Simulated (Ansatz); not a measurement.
**BaTe (database structure): how the settings move a single-point run**

Question: which choices in the input matter for BaTe (database structure)?

Computed with Ansatz 0.2.0 (reference: DFT PBE, plane waves, PAW, scalar-relativistic, no spin polarisation, unless a step's input says otherwise).

**1. The system as given**

The structure is cubic, space group Fm-3m (No. 225). The conventional cell has a = 7.059 Å, b = 7.059 Å, c = 7.059 Å, α = 90.00°, β = 90.00°, γ = 90.00°. Ba (site symmetry m-3m) is surrounded by 6 Te at 3.53 Å. Te (site symmetry m-3m) is surrounded by 6 Ba at 3.53 Å.

Structure file:

```cif
data_structure
_symmetry_space_group_name_H-M 'P 1'
_symmetry_Int_Tables_number 1
_cell_length_a 4.9912
_cell_length_b 4.9912
_cell_length_c 4.9912
_cell_angle_alpha 60.000
_cell_angle_beta 60.000
_cell_angle_gamma 60.000
_cell_volume 87.92
loop_
_atom_site_label
_atom_site_type_symbol
_atom_site_fract_x
_atom_site_fract_y
_atom_site_fract_z
_atom_site_occupancy
Ba1 Ba 0.00000 0.00000 0.00000 1
Te1 Te 0.50000 0.50000 0.50000 1
```

**2. The reference run**

Input file input.yaml:

```yaml
crystal:
  lattice:
    - [0.0, 3.529313, 3.529313]
    - [3.529313, 0.0, 3.529313]
    - [3.529313, 3.529313, 0.0]
  atoms:
    - { symbol: Ba, position: [0.0, 0.0, 0.0] }
    - { symbol: Te, position: [0.5, 0.5, 0.5] }
  symmetry: { tolerance: 0.0003 }
kpoints:
  mp_grid: { grid: [5, 5, 5], shift: [0, 0, 0] }
magnetization:
  spin_polarized: false
scf:
  occupations: { method: fermi_dirac }
hamiltonian:
  pseudopotentials: { kind: paw }
  xc: pbe
basis:
  ecutwfc: 420
output:
  forces: true
  stress: true
  eigenvalues: true
```

Started as:

```console
$ ansatz run input.yaml --threads 1 --pin off --max-ram 2560MiB --backend cpu --events-out ev --progress --plain --runs-dir out
```

**3. Changing settings: symmetry.detect false, chi_scale 0.0, xc rpbe, tolerance left out**

input.yaml, as its differences from that of step 2:

```diff
@@ -8,3 +8,3 @@
     - { symbol: Te, position: [0.5, 0.5, 0.5] }
-  symmetry: { tolerance: 0.0003 }
+  symmetry: { detect: false }
 kpoints:
@@ -15,5 +15,6 @@
   occupations: { method: fermi_dirac }
+  initial_density: { chi_scale: 0.0 }
 hamiltonian:
   pseudopotentials: { kind: paw }
-  xc: pbe
+  xc: rpbe
 basis:
```

**4. Changing settings: mp_grid.grid [3, 3, 3], mp_grid.shift [0.5, 0.5, 0.5], occupations.method methfessel_paxton, occupations.width 0.025**

input.yaml, as its differences from that of step 2:

```diff
@@ -10,3 +10,3 @@
 kpoints:
-  mp_grid: { grid: [5, 5, 5], shift: [0, 0, 0] }
+  mp_grid: { grid: [3, 3, 3], shift: [0.5, 0.5, 0.5] }
 magnetization:
@@ -14,3 +14,3 @@
 scf:
-  occupations: { method: fermi_dirac }
+  occupations: { method: methfessel_paxton, width: 0.025 }
 hamiltonian:
@@ -24 +24,5 @@
   eigenvalues: true
+  write_density: true
+  write_potential: true
+  elf: true
+  volumetric_format: npy
```

**5. Variant: xc r2scan**

input.yaml, as its differences from that of step 2:

```diff
@@ -17,3 +17,3 @@
   pseudopotentials: { kind: paw }
-  xc: pbe
+  xc: r2scan
 basis:
```

**6. The same system, input altered**

input.yaml, as its differences from that of step 2:

```diff
@@ -15,2 +15,3 @@
   occupations: { method: fermi_dirac }
+  max_iter: 75
 hamiltonian:
@@ -24 +25,2 @@
   eigenvalues: true
+total_charge: 4
```

(Steps that only read results are left out.)

Q: Predict the outcome of this session. Wanted: for each run, ending; energy change; pressure; gap; force.

As calculated:

```tsv
run	ending	energy change	pressure (GPa)	gap (eV)	force (eV/Å)	cycles	time
reference	converged	0	0.1	1.74	0.00	6	1.7 s
1: symmetry.detect false, chi_scale 0.0, xc rpbe, tolerance left out	converged	not comparable	1.3	1.86	0.00	7	13 s
2: mp_grid.grid [3, 3, 3], mp_grid.shift [0.5, 0.5, 0.5], occupations.method methfessel_paxton, occupations.width 0.025	converged	-4.7 meV/atom (σ→0)	0.0	2.54	0.00	5	1.7 s
3: xc r2scan	converged	not comparable	0.1	2.09	0.00	6	3.9 s
4: total_charge 4	converged	not comparable	21.5	0.00	0.00	9	2.3 s
```

Times don't compare one to one where runs were asked for different outputs or read a saved state (see the inputs); cycles may leave out searches for a lower state.

Residual by cycle in the longest SCF loop of each run; runs are numbered as in the table. The quantity is the density residual dr2, in eV.

```tsv
cycle	reference	run 1	run 2	run 3	run 4
1	0.00102	0.546	0.00147	0.0134	35.3
2	2.1e-5	0.0546	6.5e-5	9.3e-4	3.08
3	3.3e-6	0.0146	7.6e-6	1.6e-4	1.5
4	6.8e-8	2.6e-4	5.1e-7	1.5e-5	0.606
5	2.6e-9	2.7e-6	4.8e-8	1.2e-7	0.0808
6	7.3e-11	2.9e-7	-	6.2e-9	0.0012
7	-	1.1e-8	-	-	5.7e-5
8	-	-	-	-	1.2e-6
9	-	-	-	-	1.0e-8
```

What this shows: «mp_grid.grid [3, 3, 3], mp_grid.shift [0.5, 0.5, 0.5], occupations.method methfessel_paxton, occupations.width 0.025» moves the energy by -4.7 meV/atom. Run 3 ran under the cutoff that the potentials recommend, as the log warns, so basis error is mixed into its values. The gap of the reference lacks spin-orbit coupling, though the cell holds Te and Ba.

The gaps are Kohn-Sham values of a semilocal functional, not quasiparticle or optical gaps. Such gaps usually fall short of the measured ones; spin-orbit coupling, left out here, narrows gaps with Te, so the two errors partly cancel.
